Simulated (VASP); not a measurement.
MgO2: band structure with SCAN

The system is MgO2.

```xyz
12
Lattice="4.8286 0.0000 0.0000 0.0000 4.8286 0.0000 0.0000 0.0000 4.8286" Properties=species:S:1:pos:R:3 pbc="T T T"
Mg    0.0000    0.0000    0.0000
Mg    2.4143    0.0000    2.4143
Mg    2.4143    2.4143    0.0000
Mg    0.0000    2.4143    2.4143
O     2.8461    4.3968    0.4318
O     4.3968    0.4318    2.8461
O     0.4318    2.8461    4.3968
O     1.9825    1.9825    1.9825
O     2.8461    2.8461    2.8461
O     4.3968    1.9825    0.4318
O     0.4318    4.3968    1.9825
O     1.9825    0.4318    4.3968
```

The cell is a database's computed one.

| Item | Value |
| --- | --- |
| Program | VASP 6.6.1 |
| Task | band structure |
| Functional | SCAN |
| Potentials or basis | VASP PAW PBE potentials, release 64 (Mg, O) |
| Cutoff | 520 eV |
| k mesh | 6 × 6 × 6 |
| Occupations | fermi-dirac, width 0.05 eV |
| Spin | no spin polarisation |
| Further INCAR settings | ALGO = Normal; EDIFF = 1e-06 |

```yaml
Pressure: -0.9 GPa
Largest_force: 0.166 eV/Å
Band_gap_on_the_k_mesh: 4.62 eV, indirect (least direct gap 4.75 eV)
Band_gap_along_the_path: 4.60 eV, indirect (least direct gap 4.73 eV)
```

Forces on the atoms (eV/Å):
```
Mg   0.000  0.000  0.000
Mg   0.000  0.000  0.000
Mg   0.000  0.000  0.000
Mg   0.000  0.000  0.000
O    0.096 -0.096  0.096
O   -0.096  0.096  0.096
O    0.096  0.096 -0.096
O   -0.096 -0.096 -0.096
O    0.096  0.096  0.096
O   -0.096 -0.096  0.096
O    0.096 -0.096 -0.096
O   -0.096  0.096 -0.096
```

Levels at the corners of the path, in eV from the valence-band top:
```
point  band 25  band 26  band 27  band 28  band 29  band 30  band 31  band 32
    Γ    -0.49    -0.49     0.00     0.00     5.27     5.27     5.27     5.28
    X    -0.71    -0.71    -0.12    -0.12     4.68     4.68     5.13     5.13
    X    -0.71    -0.71    -0.12    -0.12     4.68     4.68     5.13     5.13
    M    -0.49    -0.49    -0.49    -0.49     4.90     4.90     4.90     4.90
    M    -0.49    -0.49    -0.49    -0.49     4.90     4.90     4.90     4.90
    Γ    -0.49    -0.49     0.00     0.00     5.27     5.27     5.27     5.28
    Γ    -0.49    -0.49     0.00     0.00     5.27     5.27     5.27     5.28
    R    -0.56    -0.56    -0.56    -0.56     5.20     5.20     5.20     5.20
    R    -0.56    -0.56    -0.56    -0.56     5.20     5.20     5.20     5.20
    X    -0.71    -0.71    -0.12    -0.12     4.68     4.68     5.13     5.13
    M    -0.49    -0.49    -0.49    -0.49     4.90     4.90     4.90     4.90
    R    -0.56    -0.56    -0.56    -0.56     5.20     5.20     5.20     5.20
```

Run time: 8.5 min on 1 thread of Intel(R) Xeon(R) Platinum 8488C (Sapphire Rapids), on a shared host, peak memory 0.28 GiB.

Caveat: the PAW data sets were made with another functional, which shifts forces and pressure a little. SCAN opens gaps a little over a GGA but as a rule still falls short of measured ones.
